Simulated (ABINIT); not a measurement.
# A GW run on BeTe (F-43m) in ABINIT, with inputs changed, part 2 of 2

Aim: change inputs of a GW run on BeTe (F-43m) and see what moves.

ABINIT 10.8.3; PBE and many-body steps on it, plane waves. Known limits of the many-body steps: not at the basis limit; exchange with frozen shells missing; no spin-orbit coupling; coarse k mesh.

So far. Step 3 (Base): The gap on the mesh goes from 2.03 eV to 3.33 eV, a correction of +1.30 eV. Step 5 (Broadening of the poles): Against G0W0 in ABINIT (4×4×4 mesh, 94 bands, screening to 163.3 eV, Godby-Needs plasmon pole), the gap moves by +0.000 eV.

## (6) Fewer bands in the self-energy

Level of this step: G0W0 on PBE, plane waves, norm-conserving pseudopotentials (ABINIT).

Input file run.abi:

```
acell 3*1.0 Angstrom
rprim 
  -0.000000000000 2.831458787600 2.831458787600
  2.831458787600 0.000000000000 2.831458787600
  2.831458787600 2.831458787600 0.000000000000
ntypat 2
znucl 4 52
natom 2
typat 1 2
xred 
  0.000000000000 0.000000000000 0.000000000000
  0.750000000000 0.750000000000 0.750000000000
pp_dirpath "pseudos"
pseudos "Be.upf, Te.upf"
ecut 38
ngkpt 4 4 4
nshiftk 1
shiftk 0 0 0
kptopt 1
chksymbreak 0
istwfk *1
occopt 1
irdwfk 1
optdriver 4
nband 20
gwcalctyp 0
ecutsigx 38
symsigma 1
nkptgw 2
kptgw 
  0.0000000000 0.0000000000 0.0000000000
  0.5000000000 0.5000000000 0.0000000000
bdgw 
  8 13
  9 12
ecuteps 6
irdscr 1
ppmodel 1
indata_prefix "in"
outdata_prefix "out"
tmpdata_prefix "tmp"
```

The run is started by

```
> OMP_NUM_THREADS=1 mpirun -n 8 abinit run.abi > log
```

The log of the run:

```text
.Version 10.8.3 of ABINIT. v10.8.2 released Aug 2026.

 Symmetries : space group F-4 3 m (#216); Bravais cF (face-center cubic)
[... echo of the input left out ...]
== DATASET  1 ==================================================================
-   mpi_nproc: 8, omp_nthreads: 1 (-1 if OMP is not activated)

--- !DatasetInfo
iteration_state: {dtset: 1, }
dimensions: {natom: 2, nkpt: 8, mband: 20, nsppol: 1, nspinor: 1, nspden: 1, mpw: 3479, }
cutoff_energies: {ecut:  38.0, pawecutdg:  -1.0, }
electrons: {nelect:   2.00000000E+01, charge:   0.00000000E+00, occopt:   1.00000000E+00, tsmear:   1.00000000E-02, }

 SIGMA: Calculation of the GW corrections

 Based on a program developped by R.W. Godby, V. Olevano, G. Onida, and L. Reining.
 Incorporated in ABINIT by V. Olevano, G.-M. Rignanese, and M. Torrent.
.Using double precision arithmetic ; gwpc =  8

[... cell and pseudopotentials left out ...]
--------------------------------------------------------------------------------

 ==== K-mesh for the wavefunctions ====
 Number of points in the irreducible wedge :     8
[... list of points left out ...]
 Together with 24 symmetry operations and time-reversal symmetry
 yields    64 points in the full Brillouin Zone.

 ==== Q-mesh for screening function ====
 Number of points in the irreducible wedge :     8
[... list of points left out ...]
 Together with 24 symmetry operations and time-reversal symmetry
 yields    64 points in the full Brillouin Zone.

 vcoul_init : cutoff-mode = AUXILIARY_FUNCTION
 q-points for optical limit:   1
     1)      0.000010    0.000020    0.000030
 setmesh: FFT mesh size selected  =    45x   45x   45
          total number of points  =        91125

 Number of electrons calculated from density =   20.0000; Expected =   20.0000
[...]
number of omega for Sigma on real axis              0
 max omega for Sigma on real axis  [eV]           0.00
 zcut for avoiding poles [eV]                     0.10

 EPSILON^-1 parameters (SCR file):
 dimension of the eps^-1 matrix on file            181
 dimension of the eps^-1 matrix used               181
 number of plane-waves for wavefunctions          3479
 number of bands                                    94
 number of q-points in IBZ                           8
 number of frequencies                               2
 number of real frequencies                          1
 number of imag frequencies                          1

 matrix elements of self-energy operator (all in [eV])

 Perturbative Calculation

--- !SelfEnergy_ee
iteration_state: {dtset: 1, }
kpoint     : [   0.000,    0.000,    0.000, ]
spin       : 1
KS_gap     :    3.658
QP_gap     :    5.204
Delta_QP_KS:    1.546
data: !SigmaeeData |
     Band     E0 <VxcDFT>   SigX SigC(E0)      Z dSigC/dE  Sig(E)    E-E0       E
        8   3.976 -12.500 -15.274   2.482   0.814  -0.229 -12.738  -0.237   3.739
        9   3.976 -12.500 -15.274   2.482   0.814  -0.229 -12.738  -0.237   3.739
       10   3.976 -12.500 -15.274   2.482   0.814  -0.229 -12.738  -0.237   3.739
[...]
--- !SelfEnergy_ee
iteration_state: {dtset: 1, }
kpoint     : [   0.500,    0.500,    0.000, ]
spin       : 1
KS_gap     :    4.602
QP_gap     :    5.868
Delta_QP_KS:    1.266
data: !SigmaeeData |
     Band     E0 <VxcDFT>   SigX SigC(E0)      Z dSigC/dE  Sig(E)    E-E0       E
[...]
11   6.004  -8.738  -4.785  -2.988   0.824  -0.213  -7.942   0.796   6.800
       12   6.690  -9.543  -5.374  -2.947   0.819  -0.220  -8.542   1.001   7.691

== END DATASET(S) ==============================================================
================================================================================

 -outvars: echo values of variables after computation  --------
           etotal      0.0000000000E+00
            nband          20
             nkpt           8
          spgroup         216
 [... the other variables as echoed above ...]

 Calculation completed.
```

Run time: 2.6 s. Hardware: 8 MPI ranks of Arm Neoverse V2, shared host; peak memory 0.17 GiB.

This step gave:

* G0W0 gap on the points computed: 3.061 eV
* starting gap on the mesh: 2.028 eV
* k of the valence top: 0, 0, 0
* k of the conduction bottom: 0.5, 0.5, 0
* Z at the valence top: 0.814
* Z at the conduction bottom: 0.824
* least direct G0W0 gap on the computed points: 5.203 eV

## (7) Smaller part of the screening matrix

run.abi: that of step 6 with these lines changed.

```diff
@@ -24,3 +24,3 @@
 optdriver 4
-nband 20
+nband 94
 gwcalctyp 0
@@ -35,3 +35,3 @@
   9 12
-ecuteps 6
+ecuteps 1.5
 irdscr 1
```

The log of the run:

```text
.Version 10.8.3 of ABINIT. v10.8.2 released Aug 2026.

 Symmetries : space group F-4 3 m (#216); Bravais cF (face-center cubic)
[... echo of the input left out ...]
== DATASET  1 ==================================================================
-   mpi_nproc: 8, omp_nthreads: 1 (-1 if OMP is not activated)

--- !DatasetInfo
iteration_state: {dtset: 1, }
dimensions: {natom: 2, nkpt: 8, mband: 94, nsppol: 1, nspinor: 1, nspden: 1, mpw: 3479, }
cutoff_energies: {ecut:  38.0, pawecutdg:  -1.0, }
electrons: {nelect:   2.00000000E+01, charge:   0.00000000E+00, occopt:   1.00000000E+00, tsmear:   1.00000000E-02, }

 SIGMA: Calculation of the GW corrections

 Based on a program developped by R.W. Godby, V. Olevano, G. Onida, and L. Reining.
 Incorporated in ABINIT by V. Olevano, G.-M. Rignanese, and M. Torrent.
.Using double precision arithmetic ; gwpc =  8

[... cell and pseudopotentials left out ...]
--------------------------------------------------------------------------------

 ==== K-mesh for the wavefunctions ====
 Number of points in the irreducible wedge :     8
[... list of points left out ...]
 Together with 24 symmetry operations and time-reversal symmetry
 yields    64 points in the full Brillouin Zone.

 ==== Q-mesh for screening function ====
 Number of points in the irreducible wedge :     8
[... list of points left out ...]
 Together with 24 symmetry operations and time-reversal symmetry
 yields    64 points in the full Brillouin Zone.

 vcoul_init : cutoff-mode = AUXILIARY_FUNCTION
 q-points for optical limit:   1
     1)      0.000010    0.000020    0.000030
 setmesh: FFT mesh size selected  =    45x   45x   45
          total number of points  =        91125

 Number of electrons calculated from density =   20.0000; Expected =   20.0000
[...]
number of omega for Sigma on real axis              0
 max omega for Sigma on real axis  [eV]           0.00
 zcut for avoiding poles [eV]                     0.10

 EPSILON^-1 parameters (SCR file):
 dimension of the eps^-1 matrix on file            181
 dimension of the eps^-1 matrix used                27
 number of plane-waves for wavefunctions          3479
 number of bands                                    94
 number of q-points in IBZ                           8
 number of frequencies                               2
 number of real frequencies                          1
 number of imag frequencies                          1

 matrix elements of self-energy operator (all in [eV])

 Perturbative Calculation

--- !SelfEnergy_ee
iteration_state: {dtset: 1, }
kpoint     : [   0.000,    0.000,    0.000, ]
spin       : 1
KS_gap     :    3.658
QP_gap     :    5.115
Delta_QP_KS:    1.458
data: !SigmaeeData |
     Band     E0 <VxcDFT>   SigX SigC(E0)      Z dSigC/dE  Sig(E)    E-E0       E
        8   3.976 -12.500 -15.274   1.750   0.811  -0.233 -13.331  -0.831   3.145
        9   3.976 -12.500 -15.274   1.750   0.811  -0.233 -13.331  -0.831   3.145
       10   3.976 -12.500 -15.274   1.750   0.811  -0.233 -13.331  -0.831   3.145
[...]
--- !SelfEnergy_ee
iteration_state: {dtset: 1, }
kpoint     : [   0.500,    0.500,    0.000, ]
spin       : 1
KS_gap     :    4.602
QP_gap     :    5.712
Delta_QP_KS:    1.110
data: !SigmaeeData |
     Band     E0 <VxcDFT>   SigX SigC(E0)      Z dSigC/dE  Sig(E)    E-E0       E
[...]
11   6.004  -8.738  -4.785  -3.700   0.817  -0.224  -8.531   0.206   6.210
       12   6.690  -9.543  -5.374  -3.639   0.812  -0.231  -9.113   0.430   7.120

== END DATASET(S) ==============================================================
================================================================================

 -outvars: echo values of variables after computation  --------
           etotal      0.0000000000E+00
            nband          94
             nkpt           8
          spgroup         216
 [... the other variables as echoed above ...]

 Calculation completed.
```

The job ended after 2.3 s (8 MPI ranks; peak memory 0.15 GiB; 18 s of CPU time).

This step gave:

```
G0W0 gap on the points computed              : 3.065 eV
starting gap on the mesh                     : 2.028 eV
k of the valence top                         : 0, 0, 0
k of the conduction bottom                   : 0.5, 0.5, 0
Z at the valence top                         : 0.811
Z at the conduction bottom                   : 0.817
least direct G0W0 gap on the computed points : 5.116 eV
```

## (8) More bands than the file holds

run.abi: that of step 7 with these lines changed.

```diff
@@ -24,3 +24,3 @@
 optdriver 4
-nband 94
+nband 282
 gwcalctyp 0
@@ -35,3 +35,3 @@
   9 12
-ecuteps 1.5
+ecuteps 6
 irdscr 1
```

The log of the run:

```text
.Version 10.8.3 of ABINIT. v10.8.2 released Aug 2026.

 Symmetries : space group F-4 3 m (#216); Bravais cF (face-center cubic)
================================================================================
 Values of the parameters that define the memory need of the present run
     intxc =       0    ionmov =       0      iscf =       7    lmnmax =       6
     lnmax =       6     mgfft =      45  mpssoang =       3    mqgrid =    3001
     natom =       2  nloc_mem =       1    nspden =       1   nspinor =       1
    nsppol =       1      nsym =      24    n1xccc =    2501    ntypat =       2
    occopt =       1   xclevel =       2
-    mband =         282        mffmem =           1         mkmem =           1
       mpw =        3479          nfft =       91125          nkpt =           8
================================================================================
  Rough estimation (10% accuracy) of disk space for files :
================================================================================

--------------------------------------------------------------------------------
------------- Echo of variables that govern the present computation ------------
--------------------------------------------------------------------------------
 -outvars: echo values of preprocessed input variables --------
            acell      1.8897261259E+00  1.8897261259E+00  1.8897261259E+00 Bohr

             bdgw           8      13       9      12
      chksymbreak           0
             ecut      3.80000000E+01 Hartree
          ecuteps      6.00000000E+00 Hartree
         ecutsigx      3.80000000E+01 Hartree
          ecutwfn      3.80000000E+01 Hartree
-          fftalg         312
           irdscr           1
           irdwfk           1

[...]
SIGMA: Calculation of the GW corrections

 Based on a program developped by R.W. Godby, V. Olevano, G. Onida, and L. Reining.
 Incorporated in ABINIT by V. Olevano, G.-M. Rignanese, and M. Torrent.
.Using double precision arithmetic ; gwpc =  8

 Real(R)+Recip(G) space primitive vectors, cartesian coordinates (Bohr,Bohr^-1):
 R(1)=  0.0000000  5.3506816  5.3506816  G(1)= -0.0934460  0.0934460  0.0934460
 R(2)=  5.3506816  0.0000000  5.3506816  G(2)=  0.0934460 -0.0934460  0.0934460
 R(3)=  5.3506816  5.3506816  0.0000000  G(3)=  0.0934460  0.0934460 -0.0934460
 Unit cell volume ucvol=  3.0637783E+02 bohr^3
 Angles (23,13,12)=  6.00000000E+01  6.00000000E+01  6.00000000E+01 degrees

--- Pseudopotential description ------------------------------------------------
- Be Generated using ONCVPSP code by D. R. Hamann
-  4.00000   4.00000  171031                  znucl, zion, pspdat
12 -101130 1 -1 1358                          pspcod,pspxc,lmax,lloc,mmax
     nproj     2     2     0
  pspatm : epsatm=    3.09777737
         --- l  ekb(1:nproj) -->
[...]
pspatm: atomic psp has been read  and splines computed

- Te Generated using ONCVPSP code by D. R. Hamann
- 52.00000  16.00000  171031                  znucl, zion, pspdat
12 -101130 2 -1 1294                          pspcod,pspxc,lmax,lloc,mmax
     nproj     2     2     2
  pspatm : epsatm=   36.72599971
         --- l  ekb(1:nproj) -->
[...]
1    5.734664    1.068640
             2   -5.988876   -1.858037
 pspatm: atomic psp has been read  and splines computed

   7.96475542E+02                                ecore*ucvol(ha*bohr**3)
--------------------------------------------------------------------------------

--- !ERROR
message: |
    Number of bands stored WFK file is less than required.
    WFK mband: 102, self-energy nband: 282

--- !ERROR
message: |
    Number of bands stored WFK file is less than required.
    WFK mband: 102, self-energy nband: 282

--- from the log ---
Number of bands stored WFK file is less than required.
    WFK mband: 102, self-energy nband: 282
```

Elapsed: 1.6 s, on 8 MPI ranks; peak memory 0.06 GiB.

The run stopped with an error after 1.6 s.

The program's words: Number of bands stored WFK file is less than required. WFK mband: 102, self-energy nband: 282

The fault put into this input: more bands than the file holds.

## (9) Exchange cutoff of one hartree

run.abi: that of step 8 with these lines changed.

```diff
@@ -24,5 +24,5 @@
 optdriver 4
-nband 282
+nband 94
 gwcalctyp 0
-ecutsigx 38
+ecutsigx 1
 symsigma 1
```

The log of the run:

```text
.Version 10.8.3 of ABINIT. v10.8.2 released Aug 2026.

 Symmetries : space group F-4 3 m (#216); Bravais cF (face-center cubic)
[... echo of the input left out ...]
== DATASET  1 ==================================================================
-   mpi_nproc: 8, omp_nthreads: 1 (-1 if OMP is not activated)

--- !DatasetInfo
iteration_state: {dtset: 1, }
dimensions: {natom: 2, nkpt: 8, mband: 94, nsppol: 1, nspinor: 1, nspden: 1, mpw: 3479, }
cutoff_energies: {ecut:  38.0, pawecutdg:  -1.0, }
electrons: {nelect:   2.00000000E+01, charge:   0.00000000E+00, occopt:   1.00000000E+00, tsmear:   1.00000000E-02, }

 SIGMA: Calculation of the GW corrections

 Based on a program developped by R.W. Godby, V. Olevano, G. Onida, and L. Reining.
 Incorporated in ABINIT by V. Olevano, G.-M. Rignanese, and M. Torrent.
.Using double precision arithmetic ; gwpc =  8

[... cell and pseudopotentials left out ...]
--------------------------------------------------------------------------------

 ==== K-mesh for the wavefunctions ====
 Number of points in the irreducible wedge :     8
[... list of points left out ...]
 Together with 24 symmetry operations and time-reversal symmetry
 yields    64 points in the full Brillouin Zone.

 ==== Q-mesh for screening function ====
 Number of points in the irreducible wedge :     8
[... list of points left out ...]
 Together with 24 symmetry operations and time-reversal symmetry
 yields    64 points in the full Brillouin Zone.

 vcoul_init : cutoff-mode = AUXILIARY_FUNCTION
 q-points for optical limit:   1
     1)      0.000010    0.000020    0.000030
 setmesh: FFT mesh size selected  =    24x   24x   24
          total number of points  =        13824

 Number of electrons calculated from density =   20.0000; Expected =   20.0000
[...]
number of omega for Sigma on real axis              0
 max omega for Sigma on real axis  [eV]           0.00
 zcut for avoiding poles [eV]                     0.10

 EPSILON^-1 parameters (SCR file):
 dimension of the eps^-1 matrix on file            181
 dimension of the eps^-1 matrix used                15
 number of plane-waves for wavefunctions          3479
 number of bands                                    94
 number of q-points in IBZ                           8
 number of frequencies                               2
 number of real frequencies                          1
 number of imag frequencies                          1

 matrix elements of self-energy operator (all in [eV])

 Perturbative Calculation

--- !SelfEnergy_ee
iteration_state: {dtset: 1, }
kpoint     : [   0.000,    0.000,    0.000, ]
spin       : 1
KS_gap     :    3.658
QP_gap     :    4.073
Delta_QP_KS:    0.415
data: !SigmaeeData |
     Band     E0 <VxcDFT>   SigX SigC(E0)      Z dSigC/dE  Sig(E)    E-E0       E
        8   3.976 -12.500 -12.479   1.871   0.817  -0.224 -10.955   1.545   5.521
        9   3.976 -12.500 -12.479   1.871   0.817  -0.224 -10.955   1.545   5.521
       10   3.976 -12.500 -12.479   1.871   0.817  -0.224 -10.955   1.545   5.521
[...]
--- !SelfEnergy_ee
iteration_state: {dtset: 1, }
kpoint     : [   0.500,    0.500,    0.000, ]
spin       : 1
KS_gap     :    4.602
QP_gap     :    5.138
Delta_QP_KS:    0.536
data: !SigmaeeData |
     Band     E0 <VxcDFT>   SigX SigC(E0)      Z dSigC/dE  Sig(E)    E-E0       E
[...]
11   6.004  -8.738  -3.634  -3.588   0.820  -0.220  -7.495   1.243   7.246
       12   6.690  -9.543  -4.103  -3.491   0.816  -0.225  -7.952   1.591   8.281

== END DATASET(S) ==============================================================
================================================================================

 -outvars: echo values of variables after computation  --------
           etotal      0.0000000000E+00
            nband          94
             nkpt           8
          spgroup         216
 [... the other variables as echoed above ...]

 Calculation completed.
```

Elapsed: 2.1 s, on 8 MPI ranks; peak memory 0.11 GiB.

The run ended normally, though the input holds a fault or crude settings.

The fault put into this input: exchange cutoff of one hartree. It printed a gap of 1.73 eV, an artefact of the input.

## (10) The runs together

Times are wall times on 8 MPI ranks of Arm Neoverse V2, shared host, good to a factor of about two. A run's time includes the screening step that it read.

| run | mesh | bands | screening cutoff (eV) | DFT gap (eV) | gap on the mesh (eV) | direct (eV) | ε∞ used | time |
| --- | --- | --- | --- | --- | --- | --- | --- | --- |
| base | 4×4×4 | 94 | 163.3 | 2.028 | 3.329 | 5.254 | 8.97 | 14 s |
| scissors in G | 4×4×4 | 94 | 163.3 | 2.028 | 3.384 | 5.315 | 8.97 | 14 s |
| broadening of the poles | 4×4×4 | 94 | 163.3 | 2.028 | 3.329 | 5.253 | 8.97 | 14 s |
| fewer bands in the self-energy | 4×4×4 | 20 | 163.3 | 2.028 | 3.061 | 5.203 | 8.97 | 12 s |
| smaller part of the screening matrix | 4×4×4 | 94 | 40.8 | 2.028 | 3.065 | 5.116 | 8.97 | 12 s |

## (11) Results

- base: 3.329 eV
- scissors in G: 3.384 eV
- broadening of the poles: 3.329 eV
- fewer bands in the self-energy: 3.061 eV
- smaller part of the screening matrix: 3.065 eV
- known limits: not at the basis limit; exchange with frozen shells missing; no spin-orbit coupling; coarse k mesh

What this shows: Scissors in G: +0.055 eV against base (keys changed: mbpt_sciss). Broadening of the poles: no change against base (keys changed: zcut). Fewer bands in the self-energy: −0.268 eV against base (keys changed: nband). Smaller part of the screening matrix: −0.264 eV against base (keys changed: ecuteps). Bands and cutoff are finite, so the gap is not at the basis limit. The miss can reach some tenths of an eV and take either sign; the mesh is an error of its own. In the G0W0 runs levels were corrected at 2 k points alone, so a gap called «on the mesh» is the least over those, and an edge elsewhere would be missed. The 4×4×4 mesh is coarse for this cell, which bears on the long-range parts of exchange and screening. The norm-conserving file of at least one element keeps a d shell over frozen s and p shells of the same row. Exchange with those shells is missing from the self-energy, an error of 0.3 to 0.9 eV in cases checked, whose sign depends on which edge lies on those atoms. The many-body steps are scalar-relativistic: spin-orbit coupling is not in them.

[Paths, hosts, dates, memory and timing lines, banners, echoed tables and standing remarks are left out of the program output.]

[Logs are printed without paths, hosts, clocks, repeated set-up lines and the standing remarks that a program may print on its own settings, such as how far it seeks lower states.]

[Runs of the session that timed out or met a known fault of the program may be left out.]

[Hosts, paths, dates, database ids (printed as entryN), source tags and the programs' standing remarks are cut or masked in the printed files.]

[G0W0 gaps are taken among the corrected bands and points alone; a level outside them can change the order at an edge.]

[Where Ansatz stands beside ABINIT at settings called matched, ABINIT's density can come from a denser mesh and the files from another edition; pairs whose starting gaps differed by over 0.03 eV were left out, so agreement reads better than it is.]
